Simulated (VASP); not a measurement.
# InPd (Pm-3m) in VASP: settings compared, part 2 of 3

VASP 6.6.1. The steps go on from the part before.

## (3) Single point, PBE (atoms moved at random, drawn with an rms of 0.05 Å)

INCAR

```
SYSTEM = InPd
ALGO = Normal
EDIFF = 1E-7
ENCUT = 520
GGA = PE
ISIF = 2
ISMEAR = -1
LASPH = .True.
LCHARG = .False.
LREAL = .False.
LWAVE = .False.
NBANDS = 18
NELM = 80
PREC = Accurate
SIGMA = 0.05
```

KPOINTS

```
k-points
0
Gamma
  8 8 8
  0 0 0
```

POSCAR

```
InPd
1.0
    3.2718847800      0.0000000000      0.0000000000
    0.0000000000      3.2718847800      0.0000000000
    0.0000000000      0.0000000000      3.2718847800
In Pd
1 1
Direct
   -0.0067690000      0.0003210000      0.0083760000
    0.4891010000      0.5068780000      0.4918490000
```

Potentials or basis: VASP PAW PBE potentials, release 64 (In_d, Pd).

Command:

```bash
$ cat potpaw_PBE.64/In_d/POTCAR potpaw_PBE.64/Pd/POTCAR > POTCAR
$ mpirun -np 1 vasp_std > vasp.out
```

OUTCAR:

```text
SYSTEM = InPd
   EDIFF = 1E-7
   ENCUT = 520
   GGA = PE
   ISIF = 2
   ISMEAR = -1
   LASPH = .True.
   LREAL = .False.
   NELM = 80
   PREC = Accurate

 ion  position               nearest neighbor table
   1  0.993  0.000  0.008-   2 2.78   2 2.80   2 2.81   2 2.82   2 2.85   2 2.86   2 2.87   2 2.89

   2  0.489  0.507  0.492-   1 2.78   1 2.80   1 2.81   1 2.82   1 2.85   1 2.86   1 2.87   1 2.89

  LATTYP: Found a simple cubic cell.
 ALAT       =     3.2718847800

  Lattice vectors:

[... 1053 lines left out ...]
------------------------ aborting loop because EDIFF is reached ----------------------------------------

  FORCE on cell =-STRESS in cart. coord.  units (eV):
  Direction    XX          YY          ZZ          XY          YZ          ZX
  --------------------------------------------------------------------------------------
  -------------------------------------------------------------------------------------
  Total        0.8515064      0.8490096      0.8266019     -0.0062551     -0.0247864      0.0156555
  in kB       38.9497344     38.8355240     37.8105479     -0.2861216     -1.1337813      0.7161176
  external PRESSURE =      38.5319354 kB  Pullay stress =       0.0000000 kB

 VOLUME and BASIS-vectors are now :
 -----------------------------------------------------------------------------
  energy-cutoff  :      520.00
  volume of cell :       35.03
      direct lattice vectors                 reciprocal lattice vectors
     3.271884780  0.000000000  0.000000000     0.305634234  0.000000000  0.000000000
     0.000000000  3.271884780  0.000000000     0.000000000  0.305634234  0.000000000
     0.000000000  0.000000000  3.271884780     0.000000000  0.000000000  0.305634234

 POSITION                                       TOTAL-FORCE (eV/Angst)
 -----------------------------------------------------------------------------------
      3.24974      0.00105      0.02741        -0.058054      0.091751     -0.228374
      1.60028      1.65845      1.60927         0.058054     -0.091751      0.228374
 -----------------------------------------------------------------------------------
    total drift:                               -0.000442      0.000032      0.000323

  FREE ENERGIE OF THE ION-ELECTRON SYSTEM (eV)
  ---------------------------------------------------
  free  energy   TOTEN  =        -8.7306315231 eV

  energy  without entropy=       -8.7204768038  energy(sigma->0) =       -8.72555416
```

OSZICAR:

```text
N       E                     dE             d eps       ncg     rms          rms(c)
DAV:   1     0.169091265152E+03    0.16909E+03   -0.11177E+04  9562   0.167E+03
DAV:   2     0.415103660742E+00   -0.16868E+03   -0.16180E+03  9482   0.368E+02
DAV:   3    -0.872999451763E+01   -0.91451E+01   -0.90581E+01 10700   0.905E+01
DAV:   4    -0.893278231758E+01   -0.20279E+00   -0.20264E+00 11298   0.121E+01
DAV:   5    -0.894220841826E+01   -0.94261E-02   -0.94254E-02 12464   0.252E+00    0.646E+00
DAV:   6    -0.877292415234E+01    0.16928E+00   -0.34871E-01 10686   0.826E+00    0.310E+00
DAV:   7    -0.873771121942E+01    0.35213E-01   -0.55624E-02 12080   0.441E+00    0.136E+00
DAV:   8    -0.873132325478E+01    0.63880E-02   -0.19216E-02 10350   0.124E+00    0.384E-01
DAV:   9    -0.873062517498E+01    0.69808E-03   -0.17938E-03 12252   0.652E-01    0.644E-02
DAV:  10    -0.873062970879E+01   -0.45338E-05   -0.43230E-05 12860   0.897E-02    0.268E-02
DAV:  11    -0.873063111683E+01   -0.14080E-05   -0.47615E-06 10072   0.202E-02    0.419E-03
DAV:  12    -0.873063160333E+01   -0.48650E-06   -0.34172E-07 12034   0.504E-03    0.217E-03
DAV:  13    -0.873063152308E+01    0.80245E-07   -0.24250E-08  5086   0.141E-03
   1 F= -.87306315E+01 E0= -.87255542E+01  d E =-.101547E-01
```

stdout:

```text
POSCAR found type information on POSCAR InPd
 POSCAR found :  2 types and       2 ions
 scaLAPACK will be used
 LDA part: xc-table for (Slater+PW92), standard interpolation
 POSCAR, INCAR and KPOINTS ok, starting setup
 FFT: planning ... GRIDC
 FFT: planning ... GRID_SOFT
 FFT: planning ... GRID
 WAVECAR not read
 entering main loop
```

It took 53 s on 1 thread of AMD EPYC 9R45 (Zen 5), shared host; peak memory 0.25 GiB.

Results:

```
Free energy            : -8.7306 eV
Pressure               : 3.9 GPa
Largest force          : 0.253 eV/Å
Band gap on the k mesh : none (metal or under the smearing width)
```

Forces in eV/Å, atoms in the order of the input:
```
In  -0.058  0.092 -0.228
Pd   0.058 -0.092  0.228
```

Levels at points of the mesh, in eV from the Fermi level:
| k point | band 8 | band 9 | band 10 | band 11 | band 12 | band 13 | band 14 | band 15 | band 16 | band 17 |
| --- | --- | --- | --- | --- | --- | --- | --- | --- | --- | --- |
| (0.00, 0.00, 0.00) | -3.73 | -2.19 | -2.19 | -2.19 | 4.31 | 4.31 | 4.32 | 9.51 | 10.65 | 10.66 |
| (0.50, 0.00, 0.00) | -3.71 | -3.17 | -3.17 | -2.26 | -1.03 | 9.50 | 9.63 | 10.09 | 10.76 | 10.81 |
| (0.00, 0.50, 0.00) | -3.71 | -3.17 | -3.17 | -2.26 | -1.03 | 9.50 | 9.64 | 10.07 | 10.76 | 10.81 |
| (0.00, 0.00, 0.50) | -3.71 | -3.17 | -3.17 | -2.26 | -1.03 | 9.59 | 9.62 | 10.00 | 10.82 | 10.83 |
| (0.50, 0.50, 0.00) | -2.62 | -2.61 | -2.22 | -2.22 | -1.61 | 1.54 | 2.56 | 9.58 | 11.43 | 11.43 |
| (0.00, 0.50, 0.50) | -2.60 | -2.60 | -2.24 | -2.23 | -1.61 | 1.54 | 2.56 | 9.57 | 11.42 | 11.42 |
| (0.50, 0.00, 0.50) | -2.60 | -2.60 | -2.24 | -2.22 | -1.61 | 1.54 | 2.56 | 9.57 | 11.42 | 11.42 |
| (0.50, 0.50, 0.50) | -4.78 | -1.57 | -1.57 | 0.01 | 3.81 | 3.83 | 3.88 | 4.48 | 4.53 | 4.55 |

## (4) Equation of state, PBE, 16.46 Å³/atom (volume scaled by 0.94)

INCAR

```
SYSTEM = InPd
PREC = Accurate
ENCUT = 520
EDIFF = 1E-7
ISMEAR = -1
SIGMA = 0.05
LREAL = .FALSE.
LASPH = .TRUE.
NELM = 100
ALGO = Normal
ISIF = 2
LWAVE = .FALSE.
LCHARG = .FALSE.
GGA = PE
NBANDS = 18
```

KPOINTS

```
Automatic mesh
0
G
  8 8 8
  0 0 0
```

POSCAR

```
InPd
1.0
    3.2050928798      0.0000000000      0.0000000000
    0.0000000000      3.2050928798      0.0000000000
    0.0000000000      0.0000000000      3.2050928798
In Pd
1 1
Direct
    0.0000000000      0.0000000000      0.0000000000
    0.5000000000      0.5000000000      0.5000000000
```

Command:

```bash
$ cat potpaw_PBE.64/In_d/POTCAR potpaw_PBE.64/Pd/POTCAR > POTCAR
$ mpirun -np 1 vasp_std > vasp.out
```

Wall time 9.2 s (1 thread of AMD EPYC 9R45 (Zen 5), shared host); peak memory 0.12 GiB.

Results (log left out):

* Free energy: -8.6282 eV
* Pressure: 13.5 GPa
* Band gap on the k mesh: none (metal or under the smearing width)

## (5) Equation of state, PBE, 16.81 Å³/atom (volume scaled by 0.96)

INCAR

```
SYSTEM = InPd
PREC = Accurate
ENCUT = 520
EDIFF = 1E-7
ISMEAR = -1
SIGMA = 0.05
LREAL = .False.
LASPH = .True.
NELM = 60
ALGO = Normal
ISIF = 2
LWAVE = .False.
LCHARG = .False.
GGA = PE
NBANDS = 18
```

KPOINTS

```
regular mesh
0
Gamma
  8 8 8
  0 0 0
```

POSCAR

```
InPd
1.0
    3.2276647001      0.0000000000      0.0000000000
    0.0000000000      3.2276647001      0.0000000000
    0.0000000000      0.0000000000      3.2276647001
In Pd
1 1
Direct
    0.0000000000      0.0000000000      0.0000000000
    0.5000000000      0.5000000000      0.5000000000
```

Command:

```bash
$ cat potpaw_PBE.64/In_d/POTCAR potpaw_PBE.64/Pd/POTCAR > POTCAR
$ mpirun -np 1 vasp_std > vasp.out
```

Run time: 9.3 s. Hardware: 1 thread of AMD EPYC 9R45 (Zen 5), shared host; peak memory 0.12 GiB.

The run converged. Its results:

| Item | Value |
| --- | --- |
| Free energy | -8.6795 eV |
| Pressure | 9.8 GPa |
| Band gap on the k mesh | none (metal or under the smearing width) |

## (6) Equation of state, PBE, 17.16 Å³/atom (volume scaled by 0.98)

INCAR

```
ALGO = Normal ; EDIFF = 1E-7
ENCUT = 520 ; GGA = PE
ISIF = 2 ; ISMEAR = -1
LASPH = True ; LCHARG = False
LREAL = False ; LWAVE = False
NBANDS = 18 ; NELM = 80
PREC = Accurate ; SIGMA = 0.05
```

KPOINTS

```
k-points
0
Gamma
  8 8 8
```

POSCAR

```
InPd
1.0
    3.2499251601      0.0000000000      0.0000000000
    0.0000000000      3.2499251601      0.0000000000
    0.0000000000      0.0000000000      3.2499251601
In Pd
1 1
Direct
    0.0000000000      0.0000000000      0.0000000000
    0.5000000000      0.5000000000      0.5000000000
```

Potentials or basis: VASP PAW PBE potentials, release 64 (In_d, Pd).

Command:

```bash
$ cat potpaw_PBE.64/In_d/POTCAR potpaw_PBE.64/Pd/POTCAR > POTCAR
$ mpirun -np 1 vasp_std > vasp.out
```

Wall time 9.8 s (1 thread of AMD EPYC 9R45 (Zen 5), shared host); peak memory 0.12 GiB.

Results (log left out):

* Free energy: -8.7155 eV
* Pressure: 6.6 GPa
* Band gap on the k mesh: none (metal or under the smearing width)

## (7) Equation of state, PBE, 17.86 Å³/atom (volume scaled by 1.02)

INCAR

```
PREC     = Accurate       # precision mode
ENCUT    = 520            # plane-wave cutoff, eV
EDIFF    = 1E-7           # SCF threshold, eV
ISMEAR   = -1             # smearing method
SIGMA    = 0.05           # smearing width, eV
LREAL    = F              # projectors in reciprocal space
LASPH    = T              # aspherical terms in the spheres
NELM     = 60             # most SCF steps
ALGO     = Normal         # electronic algorithm
ISIF     = 2              # what is computed and relaxed
LWAVE    = F              # write WAVECAR
LCHARG   = F              # write CHGCAR
GGA      = PE             # functional
NBANDS   = 18             # bands
```

KPOINTS

```
Automatic mesh
0
Gamma
  8 8 8
```

POSCAR

```
InPd
1.0
    3.2935535226      0.0000000000      0.0000000000
    0.0000000000      3.2935535226      0.0000000000
    0.0000000000      0.0000000000      3.2935535226
In Pd
1 1
Direct
    0.0000000000      0.0000000000      0.0000000000
    0.5000000000      0.5000000000      0.5000000000
```

Command:

```bash
$ cat potpaw_PBE.64/In_d/POTCAR potpaw_PBE.64/Pd/POTCAR > POTCAR
$ mpirun -np 1 vasp_std > vasp.out
```

It took 9.6 s on 1 thread of AMD EPYC 9R45 (Zen 5), shared host; peak memory 0.12 GiB.

Results (log left out):

- Free energy: -8.7490 eV
- Pressure: 1.2 GPa
- Band gap on the k mesh: none (metal or under the smearing width)

## (8) Equation of state, PBE, 18.21 Å³/atom (volume scaled by 1.04)

INCAR

```
SYSTEM = InPd
PREC     = Accurate       ! precision mode
ENCUT    = 520            ! plane-wave cutoff, eV
EDIFF    = 1E-7           ! SCF threshold, eV
ISMEAR   = -1             ! smearing method
SIGMA    = 0.05           ! smearing width, eV
LREAL    = .False.        ! projectors in reciprocal space
LASPH    = .True.         ! aspherical terms in the spheres
NELM     = 100            ! most SCF steps
ALGO     = Normal         ! electronic algorithm
ISIF     = 2              ! what is computed and relaxed
LWAVE    = .False.        ! write WAVECAR
LCHARG   = .False.        ! write CHGCAR
GGA      = PE             ! functional
NBANDS   = 18             ! bands
```

KPOINTS

```
Automatic mesh
0
Gamma
  8 8 8
  0 0 0
```

POSCAR

```
InPd
1.0
    3.3149408331      0.0000000000      0.0000000000
    0.0000000000      3.3149408331      0.0000000000
    0.0000000000      0.0000000000      3.3149408331
In Pd
1 1
Direct
    0.0000000000      0.0000000000      0.0000000000
    0.5000000000      0.5000000000      0.5000000000
```

Command:

```bash
$ cat potpaw_PBE.64/In_d/POTCAR potpaw_PBE.64/Pd/POTCAR > POTCAR
$ mpirun -np 1 vasp_std > vasp.out
```

Run time: 14 s. Hardware: 1 thread of AMD EPYC 9R45 (Zen 5), shared host; peak memory 0.13 GiB.

The run converged. Its results:

| Quantity | Value |
| --- | --- |
| Free energy | -8.7494 eV |
| Pressure | -1.1 GPa |
| Band gap on the k mesh | none (metal or under the smearing width) |

## (9) Equation of state, PBE, 18.56 Å³/atom (volume scaled by 1.06)

INCAR

```
SYSTEM = InPd
  ALGO = Normal
  EDIFF = 1E-7
  ENCUT = 520
  GGA = PE
  ISIF = 2
  ISMEAR = -1
  LASPH = .True.
  LCHARG = .False.
  LREAL = .False.
  LWAVE = .False.
  NBANDS = 18
  NELM = 100
  PREC = Accurate
  SIGMA = 0.05
```

KPOINTS

```
k-points
0
Gamma
  8 8 8
  0 0 0
```

POSCAR

```
InPd
1.0
    3.3360556752      0.0000000000      0.0000000000
    0.0000000000      3.3360556752      0.0000000000
    0.0000000000      0.0000000000      3.3360556752
In Pd
1 1
Direct
    0.0000000000      0.0000000000      0.0000000000
    0.5000000000      0.5000000000      0.5000000000
```

Potentials or basis: VASP PAW PBE potentials, release 64 (In_d, Pd).

Command:

```bash
$ cat potpaw_PBE.64/In_d/POTCAR potpaw_PBE.64/Pd/POTCAR > POTCAR
$ mpirun -np 1 vasp_std > vasp.out
```

Wall time 14 s (1 thread of AMD EPYC 9R45 (Zen 5), shared host); peak memory 0.13 GiB.

The run converged. Its results:

- Free energy: -8.7407 eV
- Pressure: -3.0 GPa
- Band gap on the k mesh: none (metal or under the smearing width)

## (10) Equation of state, PBE

Potentials or basis: VASP PAW PBE potentials, release 64 (In_d, Pd).

This step only gathers the single runs of the series.

What came out:

| Quantity | Value |
| --- | --- |
| Equilibrium volume | 18.05 Å³/atom |
| Bulk modulus | 115 GPa |
| Pressure derivative of the bulk modulus | 5.5 |

Energy against volume, from the lowest point:
| volume (Å³/atom) | energy (meV/atom) |
| --- | --- |
| 16.462 | 60.64 |
| 16.813 | 34.99 |
| 17.163 | 16.95 |
| 17.513 | 5.64 |
| 17.863 | 0.21 |
| 18.214 | 0.00 |
| 18.564 | 4.39 |

## (11) Single point, PBEsol

INCAR

```
ALGO = Normal ; EDIFF = 1E-7
ENCUT = 520 ; GGA = PS
ISIF = 2 ; ISMEAR = -1
LASPH = T ; LCHARG = F
LREAL = F ; LWAVE = F
NBANDS = 18 ; NELM = 80
PREC = Accurate ; SIGMA = 0.05
```

KPOINTS

```
k-points
0
Gamma
  8 8 8
```

POSCAR

```
InPd
1.0
    3.2718847800      0.0000000000      0.0000000000
    0.0000000000      3.2718847800      0.0000000000
    0.0000000000      0.0000000000      3.2718847800
In Pd
1 1
Direct
    0.0000000000      0.0000000000      0.0000000000
    0.5000000000      0.5000000000      0.5000000000
```

Command:

```bash
$ cat potpaw_PBE.64/In_d/POTCAR potpaw_PBE.64/Pd/POTCAR > POTCAR
$ mpirun -np 1 vasp_std > vasp.out
```

Run time: 10 s. Hardware: 1 thread of Intel Xeon 6975P-C (Granite Rapids), shared host; peak memory 0.15 GiB.

The run converged. Its results:

| Quantity | Value |
| --- | --- |
| Free energy | -9.9982 eV |
| Pressure | -2.9 GPa |
| Band gap on the k mesh | none (metal or under the smearing width) |

Levels at points of the mesh, in eV from the Fermi level:
```tsv
k point	band 10	band 11	band 12	band 13	band 14	band 15
(0.00, 0.00, 0.00)	-2.16	-2.16	4.27	4.27	4.27	9.47
(0.50, 0.00, 0.00)	-3.16	-2.24	-1.01	9.62	9.62	9.99
(0.50, 0.50, 0.00)	-2.26	-2.26	-1.58	1.55	2.54	9.52
(0.50, 0.50, 0.50)	-1.54	-0.03	3.86	3.86	3.86	4.49
```

Caveat: the PAW data sets were made with another functional, which shifts forces and pressure a little.

## (12) Equation of state, PBEsol, 16.46 Å³/atom (volume scaled by 0.94)

INCAR is that of step 11.

KPOINTS is that of step 11.

POSCAR

```
InPd
1.0
    3.2050928798      0.0000000000      0.0000000000
    0.0000000000      3.2050928798      0.0000000000
    0.0000000000      0.0000000000      3.2050928798
In Pd
1 1
Direct
    0.0000000000      0.0000000000      0.0000000000
    0.5000000000      0.5000000000      0.5000000000
```

Potentials or basis: VASP PAW PBE potentials, release 64 (In_d, Pd).

Command:

```bash
$ cat potpaw_PBE.64/In_d/POTCAR potpaw_PBE.64/Pd/POTCAR > POTCAR
$ mpirun -np 1 vasp_std > vasp.out
```

Wall time 9.5 s (1 thread of Intel Xeon 6975P-C (Granite Rapids), shared host); peak memory 0.15 GiB.

It converged, with:

- Free energy: -9.9795 eV
- Pressure: 6.1 GPa
- Band gap on the k mesh: none (metal or under the smearing width)

Caveat: the PAW data sets were made with another functional, which shifts forces and pressure a little.

## (13) Equation of state, PBEsol, 16.81 Å³/atom (volume scaled by 0.96)

INCAR is that of step 12.

KPOINTS is that of step 12.

POSCAR

```
InPd
1.0
    3.2276647001      0.0000000000      0.0000000000
    0.0000000000      3.2276647001      0.0000000000
    0.0000000000      0.0000000000      3.2276647001
In Pd
1 1
Direct
    0.0000000000      0.0000000000      0.0000000000
    0.5000000000      0.5000000000      0.5000000000
```

Command:

```bash
$ cat potpaw_PBE.64/In_d/POTCAR potpaw_PBE.64/Pd/POTCAR > POTCAR
$ mpirun -np 1 vasp_std > vasp.out
```

Run time: 11 s. Hardware: 1 thread of Intel Xeon 6975P-C (Granite Rapids), shared host; peak memory 0.15 GiB.

The run converged. Its results:

```yaml
Free_energy: -9.9992 eV
Pressure: 2.7 GPa
Band_gap_on_the_k_mesh: none (metal or under the smearing width)
```

Caveat: the PAW data sets were made with another functional, which shifts forces and pressure a little.

## (14) Equation of state, PBEsol, 17.16 Å³/atom (volume scaled by 0.98)

INCAR is that of step 13.

KPOINTS is that of step 13.

POSCAR

```
InPd
1.0
    3.2499251601      0.0000000000      0.0000000000
    0.0000000000      3.2499251601      0.0000000000
    0.0000000000      0.0000000000      3.2499251601
In Pd
1 1
Direct
    0.0000000000      0.0000000000      0.0000000000
    0.5000000000      0.5000000000      0.5000000000
```

Command:

```bash
$ cat potpaw_PBE.64/In_d/POTCAR potpaw_PBE.64/Pd/POTCAR > POTCAR
$ mpirun -np 1 vasp_std > vasp.out
```

It took 11 s on 1 thread of Intel Xeon 6975P-C (Granite Rapids), shared host; peak memory 0.15 GiB.

It converged, with:

* Free energy: -10.0049 eV
* Pressure: -0.3 GPa
* Band gap on the k mesh: none (metal or under the smearing width)

Caveat: the PAW data sets were made with another functional, which shifts forces and pressure a little.

## (15) Equation of state, PBEsol, 17.86 Å³/atom (volume scaled by 1.02)

INCAR is that of step 14.

KPOINTS is that of step 14.

POSCAR

```
InPd
1.0
    3.2935535226      0.0000000000      0.0000000000
    0.0000000000      3.2935535226      0.0000000000
    0.0000000000      0.0000000000      3.2935535226
In Pd
1 1
Direct
    0.0000000000      0.0000000000      0.0000000000
    0.5000000000      0.5000000000      0.5000000000
```

Potentials or basis: VASP PAW PBE potentials, release 64 (In_d, Pd).

Command:

```bash
$ cat potpaw_PBE.64/In_d/POTCAR potpaw_PBE.64/Pd/POTCAR > POTCAR
$ mpirun -np 1 vasp_std > vasp.out
```

Run time: 9.7 s. Hardware: 1 thread of Intel Xeon 6975P-C (Granite Rapids), shared host; peak memory 0.14 GiB.

It converged, with:

| Property | Result |
| --- | --- |
| Free energy | -9.9809 eV |
| Pressure | -5.2 GPa |
| Band gap on the k mesh | none (metal or under the smearing width) |

Caveat: the PAW data sets were made with another functional, which shifts forces and pressure a little.

## (16) Equation of state, PBEsol, 18.21 Å³/atom (volume scaled by 1.04)

INCAR is that of step 15.

KPOINTS is that of step 15.

POSCAR

```
InPd
1.0
    3.3149408331      0.0000000000      0.0000000000
    0.0000000000      3.3149408331      0.0000000000
    0.0000000000      0.0000000000      3.3149408331
In Pd
1 1
Direct
    0.0000000000      0.0000000000      0.0000000000
    0.5000000000      0.5000000000      0.5000000000
```

Command:

```bash
$ cat potpaw_PBE.64/In_d/POTCAR potpaw_PBE.64/Pd/POTCAR > POTCAR
$ mpirun -np 1 vasp_std > vasp.out
```

It took 16 s on 1 thread of Intel Xeon 6975P-C (Granite Rapids), shared host; peak memory 0.16 GiB.

It converged, with:

| Property | Result |
| --- | --- |
| Free energy | -9.9542 eV |
| Pressure | -7.2 GPa |
| Band gap on the k mesh | none (metal or under the smearing width) |

Caveat: the PAW data sets were made with another functional, which shifts forces and pressure a little.

## (17) Equation of state, PBEsol, 18.56 Å³/atom (volume scaled by 1.06)

INCAR is that of step 16.

KPOINTS is that of step 16.

POSCAR

```
InPd
1.0
    3.3360556752      0.0000000000      0.0000000000
    0.0000000000      3.3360556752      0.0000000000
    0.0000000000      0.0000000000      3.3360556752
In Pd
1 1
Direct
    0.0000000000      0.0000000000      0.0000000000
    0.5000000000      0.5000000000      0.5000000000
```

Command:

```bash
$ cat potpaw_PBE.64/In_d/POTCAR potpaw_PBE.64/Pd/POTCAR > POTCAR
$ mpirun -np 1 vasp_std > vasp.out
```

It took 17 s on 1 thread of Intel Xeon 6975P-C (Granite Rapids), shared host; peak memory 0.16 GiB.

Results (log left out):

```yaml
Free_energy: -9.9192 eV
Pressure: -8.9 GPa
Band_gap_on_the_k_mesh: none (metal or under the smearing width)
```

Caveat: the PAW data sets were made with another functional, which shifts forces and pressure a little.

(Part 2 of 3 ends here.)
